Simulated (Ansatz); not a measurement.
**Tuning gaps by epitaxial strain**

Plane-wave DFT in Ansatz, r2SCAN, scalar-relativistic PAW potentials, cutoff 500 eV, no spin-orbit coupling; no spin polarisation. Equal strain along a and b of the conventional cell, c and the atoms relaxed; gaps sought over the whole zone.

```tsv
crystal	strain: gap (eV)
GaN (P6_3mc)	-6.0 %: 2.315; -4.0 %: 2.417; -2.0 %: 2.423; +0.0 %: 2.351; +2.0 %: 2.099; +4.0 %: 1.815; +6.0 %: 1.546
SiC (P6_3mc)	-6.0 %: 1.720; -4.0 %: 2.089; -2.0 %: 2.397; +0.0 %: 2.652; +2.0 %: 2.783; +4.0 %: 2.594; +6.0 %: 2.314
SnO (P4/nmm)	-6.0 %: 0.730; -4.0 %: 0.141; -2.0 %: 0.145; +0.0 %: 0.363; +2.0 %: 0.650; +4.0 %: 0.926; +6.0 %: 1.166
BaTiO₃ (Pm-3m)	-3.0 %: 2.147; -2.0 %: 2.158; -1.0 %: 2.167; +0.0 %: 2.173; +1.0 %: 2.107; +2.0 %: 2.041; +3.0 %: 1.977
```

Q: What are the slopes on either side of zero strain, and why can they differ?

A: GaN (P6_3mc) -36 and -126; SiC (P6_3mc) +128 and +66; SnO (P4/nmm) +109 and +144; BaTiO₃ (Pm-3m) +6 and -66 meV per % (over the first step on the compressive side, then on the tensile side; a positive slope means the gap grows as the plane is stretched). The slope drops from the first side to the second in GaN (P6_3mc), SiC (P6_3mc), BaTiO₃ (Pm-3m). The gap is the smallest distance between any valence top and conduction valley, so its slope drops where another pair takes over. In BaTiO₃ (Pm-3m) the shear part of the strain lowers the cubic symmetry and splits a degenerate band edge or a set of equal valleys, and whichever member moves into the gap sets it on each side of zero. In GaN (P6_3mc), SiC (P6_3mc) the strain keeps the symmetry, so nothing splits at zero; most likely two bands or valleys cross within a step of it. A crossing can only lower the slope, so where it rises, as in SnO (P4/nmm), the cause is curvature. Relaxations kept the strained cell's symmetry, so distortions at large strain weren't sought, and coherent films seldom hold more than 2 to 3 %. Splitting by shear is how strain cuts scattering and transport mass in Si and Ge channels; masses under strain weren't computed. The slope of one pair of band edges is as a rule more reliable than the Kohn–Sham gap, while the strain at which pairs cross shifts with the functional.

Spin-orbit coupling, left out, matters for the members with heavy elements.

Cost: about 32 core-minutes for the runs cited, on AMD EPYC 7R43 (Zen 3), Arm Neoverse V1, Intel Xeon Platinum 8488C (Sapphire Rapids) and other processors (shared hosts).